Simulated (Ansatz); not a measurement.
HfS2 (CdI2 type) was relaxed with 3 functionals in Ansatz 0.2.0, cell and atoms free, the symmetry of the start kept (meshes: PBE-D3(BJ) 6×6×4, r2SCAN+rVV10 12×12×4, PBE-D4 12×12×4). (Simulation; spin polarisation is off.)

The r2SCAN+rVV10 result:
```
CELL_PARAMETERS angstrom
3.63029 0.00000 0.00000
-1.81515 3.14393 0.00000
0.00000 0.00000 5.87835
ATOMIC_POSITIONS crystal
Hf 0.00000 0.00000 0.00000
S 0.33333 0.66667 0.24463
S 0.66667 0.33333 0.75537
```

Space group P-3m1 (No. 164), trigonal; a = 3.630 Å, c = 5.878 Å in the conventional setting, 22.36 Å³ an atom. Hf has 6 S at 2.54 Å; S has 3 Hf at 2.54 Å.

**Question.** Order the functionals by the relaxed volume, smallest first.
A. PBE-D3(BJ)
B. r2SCAN+rVV10
C. PBE-D4

**Answer.** A (21.70 Å³/atom), C (22.12 Å³/atom), B (22.36 Å³/atom).

**Question.** How does the cell change with PBE-D3(BJ)?

**Answer.** a = 3.610 Å, c = 5.767 Å; the volume differs by -3.0 % from r2SCAN+rVV10's. Hf has 6 S at 2.54 Å; S has 3 Hf at 2.54 Å.

**Question.** How does the cell change with PBE-D4?

**Answer.** a = 3.616 Å, c = 5.860 Å; the volume differs by -1.1 % from r2SCAN+rVV10's. Hf has 6 S at 2.54 Å; S has 3 Hf at 2.54 Å.

**Question.** How do the relaxed cells compare with measured ones?

**Answer.**
Comparison with experiment:
- Lattice constant a, measured 3.63 Å: PBE-D3(BJ) 3.610 (-0.5 %), r2SCAN+rVV10 3.630 (0.0 %), PBE-D4 3.616 (-0.4 %). Source: 3.63 Å (a, quoted experimental value; Literature value; measurement temperature not stated; quoted in “Stress-Tuned Optical Transitions in Layered 1T-MX2 (M=Hf, Zr, Sn; X=S, Se) Crystals”, 2022, pmc:9565717).
- Lattice constant c, measured 5.86 Å: PBE-D3(BJ) 5.767 (-1.6 %), r2SCAN+rVV10 5.878 (+0.3 %), PBE-D4 5.860 (0.0 %). Source: 5.86 Å (c, quoted experimental value; Literature value; measurement temperature not stated; quoted in “Stress-Tuned Optical Transitions in Layered 1T-MX2 (M=Hf, Zr, Sn; X=S, Se) Crystals”, 2022, pmc:9565717).
The calculated lattice is static; the measured one holds thermal expansion and zero-point motion. Reports marked as nanostructured, strained, doped, implanted or mixed samples, and transport gaps, were set aside.

No spin-orbit coupling is included; it can move band edges with weight on the heavy atoms by tenths of an eV.
